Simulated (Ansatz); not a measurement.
The system is PbS.

```
Pb S
1.0
     3.65366    0.00000    0.00000
     0.00000    3.65366    0.00000
     0.00000    0.00000    3.65366
Pb S
1 1
Direct
  0.00000 0.00000 0.00000
  0.50000 0.50000 0.50000
```

Measurements of this composition are mostly on another form, of space group No. 225.

Base run:

* Program: Ansatz 0.2.0
* Functional: r2SCAN
* Potentials or basis: Ansatz PAW
* Cutoff: 500 eV (not typed: the program's choice for these potentials)
* k mesh: 7 × 7 × 7
* Occupations: fermi-dirac, width 0.05 eV
* Spin: no spin polarisation

Its results: pressure -0.7 GPa.

**Question.** After a change of settings the same cell gave: pressure 2.1 GPa. Which change was it?
A. functional from r2SCAN to BLYP; cutoff from 500 eV (not typed: the program's choice for these potentials) to 420 eV (not typed: the program's choice for these potentials)
B. k mesh from 7 × 7 × 7 to 5 × 5 × 5; spin from no spin polarisation to spin-orbit coupling, no magnetisation; potential files from those of the base run to others of the same set
C. functional from r2SCAN to RPBE; cutoff from 500 eV (not typed: the program's choice for these potentials) to 420 eV (not typed: the program's choice for these potentials)

**Answer.** C.

Caveats: the PAW data sets come from PBE, with cores solved anew for the run's functional, which leaves a small shift of forces and pressure.

Runs at the PBE level aren't shown here.
